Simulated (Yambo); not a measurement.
## AlN: optical spectrum by the Bethe-Salpeter equation with LDA

Crystal: AlN.

```xyz
2
Lattice="0.0000 2.1840 2.1840 2.1840 0.0000 2.1840 2.1840 2.1840 0.0000" Properties=species:S:1:pos:R:3 pbc="T T T"
Al    0.0000    0.0000    0.0000
N     1.0920    1.0920    1.0920
```

Measurements of this composition are mostly on another form, of space group No. 186.

| Item | Value |
| --- | --- |
| Program | Yambo 5.3.0 |
| Task | optical spectrum by the Bethe-Salpeter equation |
| Functional | LDA |
| Potentials or basis | PseudoDojo 0.4.1 SR LDA standard |
| Cutoff | 1143 eV |
| Density cutoff | 4572 eV |
| k mesh | 6 × 6 × 6 |
| Occupations | fixed |
| Spin | no spin polarisation |
| k mesh of the self-consistent run | 10 × 10 × 10 |
| Form of the LDA | PW92 |
| Random integration of the Coulomb term | yes |
| Direction of the field or of q to 0 | x |
| Broadening | 0.1 eV |
| Kernel | screened exchange |
| Terms kept | resonant and antiresonant, uncoupled |
| Solver | diagonalisation |
| Correction of the levels | scissor |
| Top of the energy range | 20 eV |
| Energy points | 200 |
| Scissor shift | 1.61 eV |
| Bands of the transition space (first, last) | [3, 6] |
| Bands in the response | 29 |
| Cutoff of the response matrix | 5 Ry |
| Cutoff of exchange and Vxc | 20 Ry |

```
Band gap on the k mesh, mean-field level : 3.26 eV, indirect (least direct gap 4.24 eV)
Exciton binding energy                   : 0.49 eV
Lowest exciton energy                    : 5.36 eV
Lowest bright exciton energy             : 5.36 eV
```

Dielectric function (along the field direction of the input):
| energy (eV) | real part | imaginary part |
| --- | --- | --- |
| 0.30 | 3.79 | 0.00 |
| 0.90 | 3.83 | 0.01 |
| 1.61 | 3.92 | 0.02 |
| 2.31 | 4.08 | 0.03 |
| 3.02 | 4.33 | 0.04 |
| 3.62 | 4.66 | 0.07 |
| 4.32 | 5.30 | 0.13 |
| 5.03 | 6.82 | 0.45 |
| 5.73 | 7.66 | 0.95 |
| 6.33 | 6.45 | 3.39 |
| 7.04 | 7.10 | 13.75 |
| 7.74 | 2.68 | 2.15 |
| 8.44 | -4.56 | 7.29 |
| 9.05 | -2.01 | 5.85 |
| 9.75 | 0.38 | 1.94 |
| 10.45 | -2.96 | 3.58 |
| 11.16 | -0.14 | 2.25 |
| 11.76 | -2.41 | 4.80 |
| 12.46 | -1.70 | 1.33 |
| 13.17 | -2.20 | 1.24 |
| 13.87 | -1.43 | 0.68 |
| 14.47 | -0.95 | 0.09 |
| 15.18 | -0.53 | 0.04 |
| 15.88 | -0.28 | 0.03 |
| 16.58 | -0.10 | 0.02 |
| 17.19 | 0.02 | 0.02 |
| 17.89 | 0.14 | 0.01 |
| 18.59 | 0.23 | 0.01 |
| 19.30 | 0.30 | 0.01 |
| 20.00 | 0.37 | 0.01 |

Lowest exciton energies (eV): 5.36, 5.36, 6.14, 6.14, 6.14, 6.16, 6.16, 6.16

Excitons:
```csv
energy (eV),strength (relative to the strongest)
5.361,0.05
5.362,0.15
6.143,7.3e-08
6.143,1.2e-07
6.144,2e-07
6.157,0.055
6.157,0.28
6.157,0.17
6.729,0.24
6.742,0.033
6.742,0.78
6.843,2.7e-08
```

Wall time 79 s on 1 thread of Arm Neoverse V1, on a shared host.

Caveat: the scissor is the correction of the direct gap in an earlier G0W0 run on the same states; exciton energies and binding change strongly with the k mesh and aren't converged on this one; spectra need much finer meshes, so this one isn't converged. A k mesh can miss the band edges.
